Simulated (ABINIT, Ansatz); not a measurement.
# BaS (Fm-3m): zone-centre phonons

Which modes does BaS (Fm-3m) have at the zone centre?

Calculated with ABINIT 10.8.3; DFT LDA, scalar-relativistic, plane waves, PseudoDojo norm-conserving pseudopotentials.

### Step 1. The starting structure

Symmetry: Fm-3m, No. 225, cubic system. The conventional cell has a = 6.269 Å, b = 6.269 Å, c = 6.269 Å, α = 90.00°, β = 90.00°, γ = 90.00°. Ba has 6 S at 3.13 Å nearest. Nearest to S lie 6 Ba at 3.13 Å. Farther neighbours and most contacts between anions are not listed.

Coordinates:

```cif
data_structure
_symmetry_space_group_name_H-M 'P 1'
_symmetry_Int_Tables_number 1
_cell_length_a 4.4331
_cell_length_b 4.4331
_cell_length_c 4.4331
_cell_angle_alpha 60.000
_cell_angle_beta 60.000
_cell_angle_gamma 60.000
_cell_volume 61.60
loop_
_atom_site_label
_atom_site_type_symbol
_atom_site_fract_x
_atom_site_fract_y
_atom_site_fract_z
_atom_site_occupancy
Ba1 Ba 0.00000 0.00000 0.00000 1
S2 S 0.50000 0.50000 0.50000 1
```

### Step 2. Relaxing the cell and atoms

The harmonic expansion needs vanishing forces, and a free crystal bears no stress, so cell and atoms are brought to rest. Stress is more sensitive to the basis than forces are: the last 3 Ha under the cutoff are smoothed with ecutsm, and the cutoff is raised above that of the later runs.

The starting cell comes from a relaxation made beforehand in Ansatz (LDA, PseudoDojo NC).

relax.abi

```
# relaxation
ionmov 2
optcell 2
dilatmx 1.08
ntime 40
tolmxf 1.0d-05
tolvrs 1.0d-14
prtwf 0
prtden 0
chksymtnons 0

# basis, mesh and filling
ecut 28.0
ecutsm 3.0
ngkpt 8 8 8
nshiftk 1
shiftk 0.0 0.0 0.0
istwfk *1
occopt 1
nband 8
nstep 100
diemac 9.0
prtebands 0
prtgsr 0
useylm 1

# cell and atoms
acell 8.377260316 8.377260316 8.377260316
rprim 
    0.0 0.7071067812 0.7071067812
    0.7071067812 0.0 0.7071067812
    0.7071067812 0.7071067812 0.0
ntypat 2
znucl 56 16
natom 2
typat 1 2
xred 
    0.0 0.0 0.0
    0.5 0.5 0.5
pp_dirpath "./pseudo"
pseudos "Ba.upf, S.upf"
```

The run is started by

```
> OMP_NUM_THREADS=1 mpirun -n 2 abinit relax.abi > relax.log
```

Numbers of over 12 decimals in the logs are rounded to 6 here.

relax.abo, the main output file:

```text
[banners, grids, parts of the stress and lines that vanish by symmetry left out]
- input  file    -> relax.abi
- output file    -> relax.abo
- root for input  files -> relaxi
[...]
Symmetries : space group Fm -3 m (#225); Bravais cF (face-center cubic)
[...]
mpw =        3727          nfft =       91125          nkpt =          29
[...]
== DATASET  1 ==================================================================
[...]
cutoff_energies: {ecut:  28.0, pawecutdg:  -1.0, }
[...]
ETOT  1  -39.350493330691    -3.935E+01 3.602E-02 1.995E+02
 ETOT  2  -39.376289419288    -2.580E-02 1.857E-05 6.187E+01
 ETOT  3  -39.384937795937    -8.648E-03 1.664E-04 4.778E-01
 ETOT  4  -39.384994831303    -5.704E-05 1.784E-06 2.928E-03
 ETOT  5  -39.384995086517    -2.552E-07 1.543E-08 1.445E-04
[...]
At SCF step   10       vres2   =  1.72E-15 < tolvrs=  1.00E-14 =>converged.
[...]
sigma(1 1)= -1.32008946E-05  sigma(3 2)=  0.00000000E+00
  sigma(2 2)= -1.32008946E-05  sigma(3 1)=  0.00000000E+00
  sigma(3 3)= -1.32008946E-05  sigma(2 1)=  0.00000000E+00
[...]
convergence: {deltae:  5.400E-13, res2:  1.719E-15, residm:  1.722E-16, diffor: null, }
etotal    :  -3.93849951E+01
[...]
ETOT  1  -39.384999964523    -3.938E+01 9.916E-11 1.129E-02
[...]
At SCF step    8       vres2   =  9.20E-15 < tolvrs=  1.00E-14 =>converged.
[...]
sigma(1 1)= -1.11000572E-05  sigma(3 2)=  0.00000000E+00
  sigma(2 2)= -1.11000572E-05  sigma(3 1)=  0.00000000E+00
  sigma(3 3)= -1.11000572E-05  sigma(2 1)=  0.00000000E+00
[...]
convergence: {deltae:  1.414E-12, res2:  9.196E-15, residm:  4.689E-18, diffor: null, }
etotal    :  -3.93850011E+01
[...]
ETOT  1  -39.384983036940    -3.938E+01 2.216E-09 3.225E-01
[...]
At SCF step    9       vres2   =  2.97E-15 < tolvrs=  1.00E-14 =>converged.
[...]
sigma(1 1)= -1.16319414E-07  sigma(3 2)=  0.00000000E+00
  sigma(2 2)= -1.16319414E-07  sigma(3 1)=  0.00000000E+00
  sigma(3 3)= -1.16319414E-07  sigma(2 1)=  0.00000000E+00
[...]
convergence: {deltae: -3.340E-13, res2:  2.967E-15, residm:  2.370E-18, diffor: null, }
etotal    :  -3.93850158E+01
[...]
ETOT  1  -39.385015808153    -3.939E+01 2.030E-12 3.652E-05
[...]
ETOT  6  -39.385015811858     1.172E-12 1.029E-16 3.227E-13
 ETOT  7  -39.385015811859    -6.324E-13 1.466E-18 1.531E-15
 At SCF step    7       vres2   =  1.53E-15 < tolvrs=  1.00E-14 =>converged.
[...]
sigma(1 1)= -1.04760363E-09  sigma(3 2)=  0.00000000E+00
  sigma(2 2)= -1.04760363E-09  sigma(3 1)=  0.00000000E+00
  sigma(3 3)= -1.04760363E-09  sigma(2 1)=  0.00000000E+00
[...]
convergence: {deltae: -6.324E-13, res2:  1.531E-15, residm:  1.466E-18, diffor: null, }
etotal    :  -3.93850158E+01
[...]
At Broyd/MD step   4, gradients are converged :
[...]
sigma(1 1)= -1.04760363E-09  sigma(3 2)=  0.00000000E+00
  sigma(2 2)= -1.04760363E-09  sigma(3 1)=  0.00000000E+00
  sigma(3 3)= -1.04760363E-09  sigma(2 1)=  0.00000000E+00
[...]
- sigma(1 1)= -3.08215630E-05  sigma(3 2)=  0.00000000E+00
- sigma(2 2)= -3.08215630E-05  sigma(3 1)=  0.00000000E+00
- sigma(3 3)= -3.08215630E-05  sigma(2 1)=  0.00000000E+00
[...]
fcart     -0.0000000000E+00 -0.0000000000E+00 -0.0000000000E+00
           strten     -1.0476036340E-09 -1.0476036332E-09 -1.0476036323E-09
================================================================================

[key lines of the parts left out:]
pressure_GPa:   3.0822E-05
Total energy (etotal) [Ha]= -3.93850158118586E+01
```

Run time: 59 s. Hardware: 2 MPI ranks of Intel Xeon at 2.70GHz, shared host; 2 min of CPU time.

Relaxation path:

```csv
step,energy less that of the first step (eV),largest force (eV/Å),volume (Å³)
1,0.0000,0.0000,61.60
2,-0.0002,0.0000,61.68
3,-0.0006,0.0000,62.07
4,-0.0006,0.0000,62.07
```

```csv
"conventional cell, symmetrised",before,after,change
a (Å),6.269,6.285,+0.3 %
b (Å),6.269,6.285,+0.3 %
c (Å),6.269,6.285,+0.3 %
volume (Å³/atom),30.80,31.04,+0.8 %
```

The relaxed structure:

```cif
data_structure
_symmetry_space_group_name_H-M 'P 1'
_symmetry_Int_Tables_number 1
_cell_length_a 4.4443
_cell_length_b 4.4443
_cell_length_c 4.4443
_cell_angle_alpha 60.000
_cell_angle_beta 60.000
_cell_angle_gamma 60.000
_cell_volume 62.07
loop_
_atom_site_label
_atom_site_type_symbol
_atom_site_fract_x
_atom_site_fract_y
_atom_site_fract_z
_atom_site_occupancy
Ba1 Ba 0.00000 0.00000 0.00000 1
S2 S 0.50000 0.50000 0.50000 1
```

Read from the output:

```yaml
volume_per_atom: 31.04 Å³
pressure: 3.08e-5 GPa
```

The volume changes by +0.8 % from the cell with which this run began.

### Step 3. Self-consistent run for the response

The response is built on these wavefunctions, so the potential is converged far more tightly than an energy would need. The mesh is shifted off Γ, since shifted meshes converge sums over the zone faster.

gs.abi

```
# ground state
tolvrs 1.0d-16
prtden 1
prtwf 1

# basis, mesh and filling
ecut 21.5
ngkpt 6 6 6
nshiftk 4
shiftk 
    0.5 0.5 0.5
    0.5 0.0 0.0
    0.0 0.5 0.0
    0.0 0.0 0.5
istwfk *1
occopt 1
nband 8
nstep 100
diemac 9.0
prtebands 0
prtgsr 0
useylm 1

# cell and atoms
acell 8.398426998 8.398426998 8.398426998
rprim 
    0.0 0.7071067812 0.7071067812
    0.7071067812 0.0 0.7071067812
    0.7071067812 0.7071067812 0.0
ntypat 2
znucl 56 16
natom 2
typat 1 2
xred 
    0.0 0.0 0.0
    0.5 0.5 0.5
pp_dirpath "./pseudo"
pseudos "Ba.upf, S.upf"
```

The run is started by

```
> OMP_NUM_THREADS=1 mpirun -n 2 abinit gs.abi > gs.log
```

gs.abo, the main output file:

```text
[banners, grids, parts of the stress and lines that vanish by symmetry left out]
- input  file    -> gs.abi
- output file    -> gs.abo
- root for input  files -> gsi
[...]
Symmetries : space group Fm -3 m (#225); Bravais cF (face-center cubic)
[...]
mpw =        2006          nfft =       46656          nkpt =          28
[...]
== DATASET  1 ==================================================================
[...]
cutoff_energies: {ecut:  21.5, pawecutdg:  -1.0, }
[...]
ETOT  1  -39.348739908321    -3.935E+01 4.434E-02 9.843E+01
 ETOT  2  -39.377188550816    -2.845E-02 5.450E-06 2.807E+01
 ETOT  3  -39.384882663768    -7.694E-03 1.511E-04 3.128E-01
 ETOT  4  -39.384956551908    -7.389E-05 2.344E-06 2.963E-03
 ETOT  5  -39.384957146799    -5.949E-07 3.235E-08 1.670E-04
[...]
ETOT 10  -39.384957186817     1.648E-12 3.647E-17 5.923E-15
 ETOT 11  -39.384957186817    -2.558E-13 2.960E-19 3.771E-18
 At SCF step   11       vres2   =  3.77E-18 < tolvrs=  1.00E-16 =>converged.
[...]
sigma(1 1)=  1.33343763E-06  sigma(3 2)=  0.00000000E+00
  sigma(2 2)=  1.33343763E-06  sigma(3 1)=  0.00000000E+00
  sigma(3 3)=  1.33343763E-06  sigma(2 1)=  0.00000000E+00
[...]
convergence: {deltae: -2.558E-13, res2:  3.771E-18, residm:  2.960E-19, diffor: null, }
etotal    :  -3.93849572E+01
[...]
sigma(1 1)=  1.33343763E-06  sigma(3 2)=  0.00000000E+00
  sigma(2 2)=  1.33343763E-06  sigma(3 1)=  0.00000000E+00
  sigma(3 3)=  1.33343763E-06  sigma(2 1)=  0.00000000E+00
[...]
- sigma(1 1)=  3.92310896E-02  sigma(3 2)=  0.00000000E+00
- sigma(2 2)=  3.92310896E-02  sigma(3 1)=  0.00000000E+00
- sigma(3 3)=  3.92310896E-02  sigma(2 1)=  0.00000000E+00
[...]
fcart     -0.0000000000E+00 -0.0000000000E+00 -0.0000000000E+00
           strten      1.3334376314E-06  1.3334376314E-06  1.3334376314E-06
================================================================================

[key lines of the parts left out:]
pressure_GPa:  -3.9231E-02
```

Wall time 13 s (2 MPI ranks); 25 s of CPU time.

Numbers from this step:

| Item | Value |
| --- | --- |
| pressure | -0.03923 GPa |

The cell stands at -0.039 GPa, close enough for phonons.

### Step 4. Empty bands

Empty bands on the ground state's density check that the gap assumed so far is there in this cell.

gap.abi

```
# empty bands on the ground state's density
iscf -2
getden_filepath "gso_DEN"
tolwfr 1.0d-12
nbdbuf 2
prtwf 0

# basis, mesh and filling
ecut 21.5
ngkpt 8 8 8
nshiftk 1
shiftk 0.0 0.0 0.0
istwfk *1
occopt 1
nband 12
nstep 100
diemac 9.0
prtebands 0
prtgsr 0
useylm 1

# cell and atoms
acell 8.398426998 8.398426998 8.398426998
rprim 
    0.0 0.7071067812 0.7071067812
    0.7071067812 0.0 0.7071067812
    0.7071067812 0.7071067812 0.0
ntypat 2
znucl 56 16
natom 2
typat 1 2
xred 
    0.0 0.0 0.0
    0.5 0.5 0.5
pp_dirpath "./pseudo"
pseudos "Ba.upf, S.upf"
```

The run is started by

```
> OMP_NUM_THREADS=1 mpirun -n 2 abinit gap.abi > gap.log
```

gap.abo, the main output file:

```text
[banners, grids, parts of the stress and lines that vanish by symmetry left out]
- input  file    -> gap.abi
- output file    -> gap.abo
- root for input  files -> gapi
[...]
Symmetries : space group Fm -3 m (#225); Bravais cF (face-center cubic)
[...]
mpw =        2012          nfft =       46656          nkpt =          29
[...]
== DATASET  1 ==================================================================
[...]
cutoff_energies: {ecut:  21.5, pawecutdg:  -1.0, }
[...]
-outvars: echo values of variables after computation
            acell      8.3984269980E+00  8.3984269980E+00  8.3984269980E+00 Bohr
================================================================================
```

Wall time 10 s (2 MPI ranks); 20 s of CPU time.

This step gave:

* gap on the k-mesh: 1.862 eV

In this cell the gap on the mesh is 1.9 eV, indirect (smallest direct 2.0 eV), so fixed occupations hold.

### Step 5. Linear response at Γ

The derivative of the wavefunctions by k comes first, since the response to a field is built on it; then the field and the displacements that symmetry doesn't supply are solved at q = 0.

It reads the wavefunctions written in step 3.

dfpt_gamma.abi

```
ndtset 2

# common to the responses
getwfk_filepath "gso_WFK"
kptopt 2
nqpt 1
qpt 0.0 0.0 0.0
asr 0
chneut 0

# d/dk
rfelfd1 2
rfdir1 1 1 1
iscf1 -3
tolwfr1 1.0d-20

# displacements, field
rfphon2 1
rfatpol2 1 2
rfdir2 1 1 1
rfelfd2 3
getddk2 1
tolvrs2 1.0d-10
prtwf2 0

# basis, mesh and filling
ecut 21.5
ngkpt 6 6 6
nshiftk 4
shiftk 
    0.5 0.5 0.5
    0.5 0.0 0.0
    0.0 0.5 0.0
    0.0 0.0 0.5
istwfk *1
occopt 1
nband 8
nstep 100
diemac 9.0
prtebands 0
prtgsr 0
useylm 1

# cell and atoms
acell 8.398426998 8.398426998 8.398426998
rprim 
    0.0 0.7071067812 0.7071067812
    0.7071067812 0.0 0.7071067812
    0.7071067812 0.7071067812 0.0
ntypat 2
znucl 56 16
natom 2
typat 1 2
xred 
    0.0 0.0 0.0
    0.5 0.5 0.5
pp_dirpath "./pseudo"
pseudos "Ba.upf, S.upf"
```

The run is started by

```
> OMP_NUM_THREADS=1 mpirun -n 2 abinit dfpt_gamma.abi > dfpt_gamma.log
```

dfpt_gamma.abo, the main output file:

```text
[banners, grids, parts of the stress and lines that vanish by symmetry left out]
- input  file    -> dfpt_gamma.abi
- output file    -> dfpt_gamma.abo
- root for input  files -> dfpt_gammai
[...]
DATASET    1 : space group Fm -3 m (#225); Bravais cF (face-center cubic)
[...]
nfft =       46656          nkpt =         432
[...]
DATASET    2 : space group Fm -3 m (#225); Bravais cF (face-center cubic)
[...]
nfft =       46656          nkpt =         432
[...]
== DATASET  1 ==================================================================
[...]
cutoff_energies: {ecut:  21.5, pawecutdg:  -1.0, }
[...]
- 16.00000   6.00000  180309                  znucl, zion, pspdat
[...]
Perturbation : derivative vs k along direction   1
[...]
-ETOT  1  -14.044492411507     -1.404E+01 8.588E-02 0.000E+00
 ETOT  2  -14.062983210827     -1.849E-02 2.219E-03 0.000E+00
 ETOT  3  -14.063136001011     -1.528E-04 3.205E-05 0.000E+00
 ETOT  4  -14.063138549237     -2.548E-06 1.458E-06 0.000E+00
 ETOT  5  -14.063138604892     -5.565E-08 2.651E-08 0.000E+00
[...]
At SCF step   14   max residual=  1.00E-20 < tolwfr=  1.00E-20 =>converged.
[...]
Perturbation : derivative vs k along direction   2
[...]
-ETOT  1  -14.044492411304     -1.404E+01 8.588E-02 0.000E+00
[...]
At SCF step   14   max residual=  1.00E-20 < tolwfr=  1.00E-20 =>converged.
[...]
Perturbation : derivative vs k along direction   3
[...]
-ETOT  1  -14.044492411101     -1.404E+01 8.588E-02 0.000E+00
[...]
At SCF step   14   max residual=  1.00E-20 < tolwfr=  1.00E-20 =>converged.
[...]
1        1       1.9832933822   -0.0000000000
     1        2       0.9916466911   -0.0000000000
     1        3       0.9916466911   -0.0000000000
     2        1       0.9916466911   -0.0000000000
     2        2       1.9832933823   -0.0000000000
     2        3       0.9916466911    0.0000000000
     3        1       0.9916466911   -0.0000000000
     3        2       0.9916466911    0.0000000000
     3        3       1.9832933823    0.0000000000
[...]
== DATASET  2 ==================================================================
[...]
cutoff_energies: {ecut:  21.5, pawecutdg:  -1.0, }
[...]
Perturbation : displacement of atom   1   along direction   1
[...]
-ETOT  1   2.158438     -9.062E+02 1.832E+00 4.420E+02
[...]
At SCF step   10       vres2   =  1.55E-13 < tolvrs=  1.00E-10 =>converged.
[...]
Perturbation : displacement of atom   2   along direction   1
[...]
-ETOT  1   2.846677     -5.040E+02 2.533E+00 2.262E+03
[...]
At SCF step    9       vres2   =  1.32E-11 < tolvrs=  1.00E-10 =>converged.
[...]
Perturbation : homogeneous electric field along direction   1
[...]
-ETOT  1  -103.86238708672     -1.039E+02 4.380E+00 2.471E+04
[...]
ETOT  8  -116.97657676839     -3.828E-10 1.537E-11 2.679E-08
 ETOT  9  -116.97657676840     -1.120E-11 9.276E-14 4.626E-11
 At SCF step    9       vres2   =  4.63E-11 < tolvrs=  1.00E-10 =>converged.
[...]
Dielectric tensor, in cartesian coordinates,
[...]
1    4   1    4         5.1799859507        -0.0000000000
   1    4   2    4         0.0000000000        -0.0000000000
   1    4   3    4         0.0000000000        -0.0000000000
   2    4   1    4         0.0000000000        -0.0000000000
   2    4   2    4         5.1799859507        -0.0000000000
   2    4   3    4         0.0000000000        -0.0000000000
   3    4   1    4         0.0000000000        -0.0000000000
   3    4   2    4         0.0000000000        -0.0000000000
   3    4   3    4         5.1799859507        -0.0000000000
  Effective charges, in cartesian coordinates,
[...]
1    1   1    4         2.6319464838         0.0000000000
   2    1   1    4         0.0000000000         0.0000000000
   3    1   1    4        -0.0000000000         0.0000000000
   1    2   1    4        -2.6308005626         0.0000000000
   2    2   1    4         0.0000000000         0.0000000000
[...]
Effective charges, in cartesian coordinates,
[...]
2    4   1    2         0.0000000000         0.0000000000
   3    4   1    2         0.0000000000         0.0000000000
   1    4   2    2        -0.0000000000         0.0000000000
   2    4   2    2        -2.6308005102         0.0000000000
   3    4   2    2        -0.0000000000         0.0000000000
   1    4   3    2         0.0000000000         0.0000000000
   2    4   3    2         0.0000000000         0.0000000000
   3    4   3    2        -2.6308005102         0.0000000000
  Phonon wavevector (reduced coordinates) :  0.00000  0.00000  0.00000
 Phonon energies in Hartree :
[...]
Phonon frequencies in cm-1    :
-  1.604069E-01  1.604071E-01  1.604080E-01  1.528540E+02  1.528540E+02
-  1.528540E+02
  Phonon at Gamma, with non-analyticity in the
[...]
Phonon energies in Hartree :
[...]
Phonon frequencies in cm-1    :
-  1.604069E-01  1.604071E-01  1.617973E-01  1.528540E+02  1.528540E+02
-  2.532128E+02
  Phonon at Gamma, with non-analyticity in the
[...]
Phonon energies in Hartree :
[...]
Phonon frequencies in cm-1    :
-  1.604069E-01  1.604080E-01  1.617965E-01  1.528540E+02  1.528540E+02
-  2.532128E+02
  Phonon at Gamma, with non-analyticity in the
[...]
Phonon energies in Hartree :
[...]
Phonon frequencies in cm-1    :
-  1.604071E-01  1.604080E-01  1.617962E-01  1.528540E+02  1.528540E+02
-  2.532128E+02
[...]
fcart2     0.0000000000E+00  0.0000000000E+00  0.0000000000E+00
           strten2     0.0000000000E+00  0.0000000000E+00  0.0000000000E+00
================================================================================
```

The job ended after 9.2 min (2 MPI ranks; 18 min of CPU time).

This step gave:

```yaml
miss_of_the_charge_sum_rule: 0.001146 e
largest_acoustic_frequency_at_the_zone_centre_before_the_sum_rule: 0.16 cm⁻¹
highest_optical_zone_centre_mode_no_lo_to_term: 152.8 cm⁻¹
lowest_optical_zone_centre_mode: 152.8 cm⁻¹
mean_high_frequency_dielectric_constant: 5.18
largest_born_charge_in_size_third_of_the_trace: 2.632 e
```

Born charge (rows field, columns displacement), before the sum rule (e), principal values of the symmetric part by kind of site:

```csv
atom,atoms with these values,low,middle,high,mean
Ba1,1,2.63,2.63,2.63,2.63
S2,1,-2.63,-2.63,-2.63,-2.63
```

In full for S2:

```
-2.63  0.00  0.00
 0.00 -2.63  0.00
 0.00  0.00 -2.63
```

High-frequency dielectric tensor:

```
5.18 0.00 0.00
0.00 5.18 0.00
0.00 0.00 5.18
```

The acoustic modes at Γ come out as far as 0.2 cm⁻¹ from zero, where they should vanish, a small numerical error; the Born charges miss their sum rule by 0.0011 e, which is good.

(Continued in part 2 of 3.)

[Host names and launcher messages were left out of these logs when they were recorded.]

[Logs are printed without paths, hosts, clocks, repeated set-up lines and the standing remarks that a program may print on its own settings, such as how far it seeks lower states.]

[Hosts, paths, dates, database ids (printed as entryN), source tags and the programs' standing remarks are cut or masked in the printed files.]
